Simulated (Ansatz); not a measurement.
# Dielectric function and optical constants of RbBr, part 2 of 2

What colour and refractive index does RbBr have at this level of theory? The cell comes from an older database entry, whose edges can differ from later determinations, mostly by under a per cent.

Ansatz 0.2.0; DFT, PBE, plane-wave PAW, default files, scalar-relativistic, independent-particle optical response without local fields.

So far. Step 2 (Ground state and bands): There is a gap, 4.36 eV on the path, so no carriers' term is needed. The cell is left with a pressure of 1.0 GPa, as it stands unrelaxed at this level.

The database entry behind the starting cell differs from other determinations of this structure, so it need not match the best structure at room temperature.

### Step 3. Spectrum

With the density converged, the vertical transitions are summed over the zone.

This step: DFT, PBE, plane-wave PAW, default files, scalar-relativistic, independent-particle optical response without local fields (Ansatz 0.2.0).

Contents of input.yaml:

```yaml
crystal:
  lattice:
    - [0.0, 3.427, 3.427]
    - [3.427, 0.0, 3.427]
    - [3.427, 3.427, 0.0]
  atoms:
    - { symbol: Rb, position: [0.0, 0.0, 0.0] }
    - { symbol: Br, position: [0.5, 0.5, 0.5] }
kpoints:
  mp_grid: { grid: [6, 6, 6] }
scf:
  occupations: { method: fixed }
hamiltonian:
  xc: pbe
  pseudopotentials: { kind: paw }
output:
  optics:
    e_range: [0, 22]
    de: 0.05
    sigma: 0.15
    nscf_kmesh: { grid: [10, 10, 10] }
    bands: { spectra_wanted_up_to: 22 }
```

Command:

```
$ ansatz run input.yaml --threads 4 --pin off --max-ram 8192MiB --backend cpu --events-out ev --progress --plain --runs-dir out
```

Standard output:

```text
[...]
Crystal: 2 atoms, lattice volume = 80.496 Å³
Basis set: ecut = 420 eV, 1591 PW (Γ)
Bands: 12, of which v1, the nominal top of the filled ones, is band 8 counted from 1 (7 counted from 0)
Symmetry: 48 space group operations
[...]
k-points: 16 of 216
[...]
SCF iter   1: F=—  HF=-6054.053150 eV  |F-HF|=—  |Δ(HF+E_count)|=         —  Δρ=2.26e-4  dr2=6.28e-5  ethr=1.77e-3  ⟨swp⟩=6.1  Hψ=1106  notcnv=0  defer=29
[...]
SCF iter   7: F=-6054.053396 eV  HF=-6054.053396 eV  |F-HF|=0.00e0  |Δ(HF+E_count)|=  3.91e-11  Δρ=2.46e-8  dr2=6.19e-13  ethr=1.00e-12  ⟨swp⟩=6.9  Hψ=819  notcnv=0
SCF 1 converged in 7 iterations: F = -6054.053396 eV  dr2 = 6.19e-13
[...]
NSCF: frozen V_eff on 47 k-points
[...]
output.optics: what the bands over the 48 summed would add to eps1, eps2 and the energy-loss function is held between a lower and an upper bound (5 Lanczos steps). eps1, eps2 and their loss function (loss_summed_bands) are given on every row as the summed bands alone make them. Along an axis, on a row where the two bounds hold the loss function to about 1 % of the greater of itself and 0.5 % of |1/eps|, its cell (loss_completed) is given, with the completed eps1 and eps2 that it is formed of (a cell that is left empty reads nan in the table and null in the record). The two bounds hold it so along every axis on all 441 rows up to 22.000 eV. [rest of the remark cut]
SCF converged after 7 iterations
Free energy (F): -6054.053396 eV
[...]
Internal energy: -6054.053396 eV  (E = F + TS)
E sigma→0 (E₀):  -6054.053396 eV
Fermi energy:    1.219748 eV
[...]
--- Band table (eV; the first three rows and the last of 16) ---
  k-point 0: bands = [... 4 lower, -7.2697, 1.2197, 1.2197, 1.2197, 5.5845, 8.5026, 8.5026, 8.5026]
  k-point 1: bands = [... 4 lower, -7.2576, 0.9163, 1.1253, 1.1253, 6.2247, 8.3686, 8.8301, 8.8301]
  k-point 2: bands = [... 4 lower, -7.2337, 0.4351, 0.9488, 0.9488, 7.4723, 8.5252, 9.7426, 9.7426]
  k-point 15: bands = [... 4 lower, -7.2739, 0.8042, 0.8080, 0.9575, 7.5319, 9.0908, 9.2049, 10.1665]
```

It took 8.5 s on 4 threads of AMD EPYC 7R43, shared host; peak memory 0.74 GiB; 31 s of CPU time.

Read-outs:

```
electronic dielectric constant ε∞, mean of the axes                                   : 2.819
absorption onset, first axis (α over 10⁴ cm⁻¹, or the direct gap if that lies higher) : 4.365 eV
main peak of Im epsilon, first axis                                                   : 7.177 eV
least direct gap on the mesh                                                          : 4.365 eV
bands summed                                                                          : 48
spectra valid up to                                                                   : 31.64 eV
program's estimate of the k-sum error in Im epsilon                                   : 0.18 %
electrons in the f-sum                                                                : 15.08
```

The Im ε, any direction has structure finer than the step of the table below, so its rows give means over 0.5 eV. Peaks (eV: height): 7.20: 4.80, 9.20: 4.74, 14.45: 2.58, 17.60: 2.67, 19.55: 2.26.

Table of Im ε, any direction by photon energy; means over each step:

| photon energy (eV) | Im ε, any direction |
| --- | --- |
| 3.5 | 0 |
| 4.0 | 0.00249 |
| 4.5 | 0.259 |
| 5.0 | 0.613 |
| 5.5 | 0.865 |
| 6.0 | 1.79 |
| 6.5 | 2.78 |
| 7.0 | 4.09 |
| 7.5 | 3.04 |
| 8.0 | 1.74 |
| 8.5 | 2.26 |
| 9.0 | 4.23 |
| 9.5 | 3.90 |
| 10.0 | 2.57 |
| 10.5 | 1.38 |
| 11.0 | 0.803 |
| 11.5 | 0.890 |
| 12.0 | 0.885 |
| 12.5 | 0.957 |
| 13.0 | 0.604 |
| 13.5 | 0.435 |
| 14.0 | 1.38 |
| 14.5 | 2.42 |
| 15.0 | 1.91 |
| 15.5 | 1.83 |
| 16.0 | 1.25 |
| 16.5 | 0.759 |
| 17.0 | 1.52 |
| 17.5 | 2.45 |
| 18.0 | 2.08 |
| 18.5 | 1.28 |
| 19.0 | 1.03 |
| 19.5 | 1.82 |
| 20.0 | 0.949 |
| 20.5 | 0.794 |
| 21.0 | 0.749 |
| 21.5 | 0.348 |

Table of Re ε, any direction by photon energy:

| photon energy (eV) | Re ε, any direction |
| --- | --- |
| 0 | 2.82 |
| 1 | 2.84 |
| 2 | 2.93 |
| 3 | 3.10 |
| 4 | 3.49 |
| 5 | 4.03 |
| 6 | 4.77 |
| 7 | 3.78 |
| 8 | 1.69 |
| 9 | 2.53 |
| 10 | -0.709 |
| 11 | 0.317 |
| 12 | 0.904 |
| 13 | 1.07 |
| 14 | 2.76 |
| 15 | 0.898 |
| 16 | 0.401 |
| 17 | 1.65 |
| 18 | -0.0741 |
| 19 | 0.294 |
| 20 | -0.474 |
| 21 | -0.334 |
| 22 | 0.261 |

Table of reflectivity at normal incidence, any direction by photon energy; read off at these points:

photon energy (eV), reflectivity at normal incidence, any direction (%) and a bar:
```
     0.00        6.4 ####
     0.50        6.5 ####
     1.00        6.5 ####
     1.50        6.7 ####
     2.00        6.9 #####
     2.50        7.2 #####
     3.00        7.6 #####
     3.50        8.2 ######
     4.00        9.1 #######
     4.50       11.0 ########
     5.00       11.5 #########
     5.50       12.7 ##########
     6.00       15.8 #############
     6.50       17.1 ##############
     7.00       20.6 #################
     7.25       23.9 ####################
     7.50       15.5 #############
     8.00        8.2 ######
     8.50       13.0 ##########
     9.00       20.9 ##################
     9.50       26.3 ######################
    10.00       29.9 ##########################
    10.50       23.3 ####################
    11.00        9.4 #######
    11.50        4.4 ##
    12.00        4.0 ##
    12.50        4.9 ###
    13.00        1.8 
    13.50        2.1 
    14.00        8.8 ######
    14.50       14.3 ###########
    15.00       11.4 #########
    15.50       14.6 ############
    16.00       11.6 #########
    16.50        2.4 #
    17.00        7.7 #####
    17.50       15.2 ############
    18.00       21.2 ##################
    18.40       24.2 #####################
    18.50       22.7 ###################
    19.00       11.0 #########
    19.50       16.8 ##############
    19.85       33.7 #############################
    20.00       32.2 ############################
    20.50       15.5 #############
    21.00       29.6 ##########################
    21.20       34.4 ##############################
    21.50       31.1 ###########################
    22.00        9.9 #######
```

The loss function −Im 1/ε at q → 0, any direction has structure finer than the step of the table below, so its rows give means over 1 eV. Peaks (eV: height): 10.9: 1.14, 16.2: 0.892, 18.9: 0.956, 20.4: 1.47, 21.7: 3.99.

Table of loss function −Im 1/ε at q → 0, any direction by energy loss; means over each step:

| energy loss (eV) | loss function −Im 1/ε at q → 0, any direction |
| --- | --- |
| 3 | 0 |
| 4 | 0.00222 |
| 5 | 0.0352 |
| 6 | 0.0702 |
| 7 | 0.163 |
| 8 | 0.246 |
| 9 | 0.179 |
| 10 | 0.412 |
| 11 | 0.867 |
| 12 | 0.528 |
| 13 | 0.387 |
| 14 | 0.168 |
| 15 | 0.415 |
| 16 | 0.677 |
| 17 | 0.316 |
| 18 | 0.495 |
| 19 | 0.793 |
| 20 | 0.920 |
| 21 | 1.40 |

Values under 1 per cm are given as 1. Table of absorption coefficient, any direction by photon energy:

| photon energy (eV) | absorption coefficient, any direction (1/cm) |
| --- | --- |
| 0.000 | 1 |
| 0.500 | 1 |
| 1.000 | 1 |
| 1.500 | 1 |
| 2.000 | 1 |
| 2.500 | 1 |
| 3.000 | 1 |
| 3.500 | 1 |
| 4.000 | 3.55 |
| 4.500 | 31060 |
| 5.000 | 77599 |
| 5.500 | 1.1e5 |
| 6.000 | 2.5e5 |
| 6.500 | 4.2e5 |
| 7.000 | 6.7e5 |
| 7.500 | 7.1e5 |
| 8.000 | 4.7e5 |
| 8.500 | 4.6e5 |
| 9.000 | 9.9e5 |
| 9.500 | 1.3e6 |
| 10.000 | 1.3e6 |
| 10.500 | 9.8e5 |
| 11.000 | 5.6e5 |
| 11.500 | 5.1e5 |
| 12.000 | 5.0e5 |
| 12.500 | 5.9e5 |
| 13.000 | 3.6e5 |
| 13.500 | 2.1e5 |
| 14.000 | 5.7e5 |
| 14.500 | 1.3e6 |
| 15.000 | 1.2e6 |
| 15.500 | 1.4e6 |
| 16.000 | 1.1e6 |
| 16.500 | 5.3e5 |
| 17.000 | 9.6e5 |
| 17.500 | 1.6e6 |
| 18.000 | 1.9e6 |
| 18.500 | 1.6e6 |
| 19.000 | 1.2e6 |
| 19.500 | 1.9e6 |
| 20.000 | 1.7e6 |
| 20.500 | 1.2e6 |
| 21.000 | 1.6e6 |
| 21.500 | 1.1e6 |
| 22.000 | 5.5e5 |

Optical constants at common wavelengths, from n + ik = √ε:

| wavelength (nm) | n | k | R (%) | 1/α |
| --- | --- | --- | --- | --- |
| 1550 | 1.68 | 0.000 | 6.5 | over 1 mm |
| 1064 | 1.69 | 0.000 | 6.6 | over 1 mm |
| 800 | 1.70 | 0.000 | 6.7 | over 1 mm |
| 633 | 1.71 | 0.000 | 6.9 | over 1 mm |
| 532 | 1.72 | 0.000 | 7.1 | over 1 mm |
| 365 | 1.79 | 0.000 | 8.1 | over 1 mm |
| 193 | 2.19 | 0.607 | 16.9 | 25 nm |

Rows near the edge hang on the gap, which this functional as a rule makes too small, and phonon-assisted absorption over an indirect gap is left out.

Through 1 µm of it, D65 light comes out colourless (x = 0.313, y = 0.330; 87 % transmitted).

The first strong peak, at 7.18 eV, fits the second-highest filled and the lowest empty band, which run nearly parallel at that distance over 71 % of L–U; the match rests on energies alone.

The f-sum over the summed bands holds 15.1 of the cell's 16 electrons outside the frozen cores, 4 of which lie in bands more than 12 eV below the Fermi level, whose transitions come at higher energies. Up to 22 eV the strength has a mean oscillator energy of 11.1 eV, well above the main peak, so higher transitions carry much of it.

### Step 4. Static response with local fields

Perturbation theory gives the static response with local fields and the functional's kernel, and it needs no empty bands.

This step: DFT, PBE, plane-wave PAW, default files, scalar-relativistic, static field response by perturbation theory with local fields (Ansatz 0.2.0).

input.yaml, the sections that differ from step 3:

```yaml
dielectric: {}
# crystal, kpoints, scf, hamiltonian: as in step 3
# output: removed
```

Standard output:

```text
[...]
Crystal: 2 atoms, lattice volume = 80.496 Å³
Basis set: ecut = 420 eV, 1591 PW (Γ), exchange–correlation on 72×72×72 points (8 copies of the dense FFT grid, shifted against one another)
Bands: 12, of which v1, the nominal top of the filled ones, is band 8 counted from 1 (7 counted from 0)
Symmetry: 48 space group operations
k-points: 30 of 216 (irreducible under 8 space group operations, time reversal used)
[...]
SCF iter   1: F=—  HF=-6054.053116 eV  |F-HF|=—  |Δ(HF+E_count)|=         —  Δρ=2.28e-4  dr2=6.35e-5  ethr=1.77e-3  ⟨swp⟩=6.1  Hψ=2082  notcnv=0  defer=56
[...]
SCF iter   6: F=-6054.053341 eV  HF=-6054.053341 eV  |F-HF|=3.27e-11  |Δ(HF+E_count)|=   2.85e-9  Δρ=1.30e-7  dr2=2.10e-11  ethr=1.00e-12  ⟨swp⟩=7.0  Hψ=1736  notcnv=0
SCF 1 converged in 6 iterations: F = -6054.053341 eV  dr2 = 2.10e-11
[...]
DFPT response loops at Γ: preconditioner auto → none (the input reference at scf.mixing.eps_inf says where Resta's filter doesn't serve); β = 0.50; Broyden in place of MSR1
SCF converged after 6 iterations
Free energy (F): -6054.053341 eV
[...]
Internal energy: -6054.053341 eV  (E = F + TS)
E sigma→0 (E₀):  -6054.053341 eV
Fermi energy:    1.219743 eV
[...]
--- Band table (eV; the first three rows and the last of 30) ---
  k-point 0: bands = [... 4 lower, -7.2697, 1.2197, 1.2197, 1.2197, 5.5846, 8.5027, 8.5027, 8.5027]
  k-point 1: bands = [... 4 lower, -7.2576, 0.9163, 1.1253, 1.1253, 6.2248, 8.3687, 8.8302, 8.8302]
  k-point 2: bands = [... 4 lower, -7.2337, 0.4351, 0.9488, 0.9488, 7.4724, 8.5253, 9.7427, 9.7427]
  k-point 29: bands = [... 4 lower, -7.2739, 0.8042, 0.8080, 0.9575, 7.5319, 9.0908, 9.2050, 10.1665]
--- Dielectric response (ions clamped): 1 representative field direction + reference, on 30 of 216 k-points (Σ response iterations 7) ---
  k mesh reduced under 8 symmetry operations, with k and −k counted as one. Each operation leaves every solved perturbation unchanged. A smaller set is not considered because the run solves the response to a homogeneous field
  ε∞ (high-frequency dielectric tensor):
        2.547029    -0.000000     0.000000
        0.000000     2.547029    -0.000000
        0.000000     0.000000     2.547029
  Born effective charges Z* (e; rows j = field, columns β = displacement):
    site 0:
         1.15612    0.00000   -0.00000
         0.00000    1.15612    0.00000
         0.00000   -0.00000    1.15612
    site 1:
        -1.15612   -0.00000    0.00000
         0.00000   -1.15612   -0.00000
         0.00000    0.00000   -1.15612
  Z* charge neutrality: 4.234e-5 e pre-enforcement
  k-mesh period / interband length: 29.1 Å / 1.38 Å = 21.06 at k = (0.0000, 0.0000, 0.0000), direct gap 4.365 eV — 14 or more, which is no proof of convergence
```

The job ended after 2.7 s (4 threads; peak memory 0.45 GiB; 9.6 s of CPU time).

This step gave:

```
electronic dielectric constant ε∞, mean of the axes : 2.547
```

ε∞ with local fields:

```
2.55 0.00 0.00
0.00 2.55 0.00
0.00 0.00 2.55
```

Diagonal elements. Born, by row:

| atom | Z*xx (e) | Z*yy (e) | Z*zz (e) |
| --- | --- | --- | --- |
| Rb1 | 1.156 | 1.156 | 1.156 |
| Br2 | -1.156 | -1.156 | -1.156 |

Mean Born charges are Rb +1.16 and Br -1.16, against formal valences of +1 and -1. The largest lies a little above its ionic value.

### Step 5. Summary of results

- gap on the path: 4.36 eV
- least direct gap on the path: 4.36 eV
- electronic dielectric constant ε∞, mean of the axes (independent particles): 2.82
- absorption onset, first axis (α over 10⁴ cm⁻¹, or the direct gap if that lies higher): 4.36 eV
- main peak of Im epsilon, first axis: 7.18 eV
- electronic dielectric constant ε∞, mean of the axes (static response with local fields): 2.55

At this level (PBE, independent particles) RbBr has ε∞ = 2.82 (2.55 with local fields) and n = 1.68 at 1550 nm; absorption sets in near 4.4 eV, and Im ε peaks at 7.2 eV. The gap on the path is direct, 4.36 eV. Absorption is strong from the direct gap on, 4.36 eV, in the ultraviolet, so the visible is passed. Im ε has its chief maxima at 7.18 eV (4.8), 9.20 eV (4.7), 14.46 eV (2.6) and 17.60 eV (2.7). The first strong peak, at 7.18 eV, fits the second-highest filled and the lowest empty band, which run nearly parallel at that distance over 71 % of L–U; the match rests on energies alone. Through 1 µm of it, D65 light comes out colourless (x = 0.313, y = 0.330; 87 % transmitted). With local fields and the functional's kernel the static response is 2.55 against 2.82 for independent particles (-10 %). In the base spectrum excitons and phonon-assisted transitions are missing, and so are local fields; PBE gaps are as a rule too small, which pulls the onset down and ε∞ up. In the base run ε includes the program's bounded estimate of what the bands above those summed add.

[Long decimals in the printed logs are rounded to 6 places.]

[Logs are printed without paths, hosts, clocks, repeated set-up lines and the standing remarks that a program may print on its own settings, such as how far it seeks lower states.]

[Hosts, paths, dates, database ids (printed as entryN), source tags and the programs' standing remarks are cut or masked in the printed files.]

[Where the starting crystal was built by hand or by swapping elements, it need not be the compound's stable phase.]

[The count of steps not shown may lack steps that the program refused or didn't finish.]
